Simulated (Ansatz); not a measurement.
Crystal: Si2Mo.

```xyz
3
Lattice="-1.6000 1.6000 3.9305 1.6000 -1.6000 3.9305 1.6000 1.6000 -3.9305" Properties=species:S:1:pos:R:3 pbc="T T T"
Mo    0.0000    0.0000    0.0000
Si    0.0000    0.0000    5.2433
Si    0.0000    0.0000    2.6177
```

- Program: Ansatz 0.2.0
- Task: relaxation of cell and atoms
- Functional: BLYP
- Dispersion: D4
- Potentials or basis: Ansatz PAW
- Cutoff: 420 eV (not typed: the program's choice for these potentials)
- k mesh: 12 × 12 × 12
- Occupations: fermi-dirac, width 0.05 eV
- Spin: no spin polarisation

At the start: volume 13.42 Å³/atom.

**Question.** How do energy, volume and symmetry change on relaxing?

**Answer.** It ends after 5 steps and the volume is 13.36 Å³/atom (-0.4 %); space group I4/mmm (No. 139, to 0.05 Å).

Step by step:
| step | energy change (eV) | largest force (eV/Å) | volume (Å³) |
| --- | --- | --- | --- |
| 1 | 0.0000 | 0.3428 | 40.25 |
| 2 | -0.0089 | 0.0704 | 40.00 |
| 3 | -0.0095 | 0.0062 | 40.06 |
| 4 | -0.0095 | 0.0000 | 40.08 |
| 5 | -0.0095 | 0.0001 | 40.08 |

Final structure:
```xyz
3
Lattice="-1.6021 1.6021 3.9037 1.6021 -1.6021 3.9037 1.6021 1.6021 -3.9037" Properties=species:S:1:pos:R:3 pbc="T T T"
Mo    0.0000    0.0000    0.0000
Si    0.0000    0.0000    5.1887
Si    0.0000    0.0000    2.6188
```

Caveat: the plane-wave basis is chosen anew once the cell has moved, so the energies of steps on either side of that aren't comparable; the PAW data sets come from PBE, with cores solved anew for the run's functional, which leaves a small shift of forces and pressure.
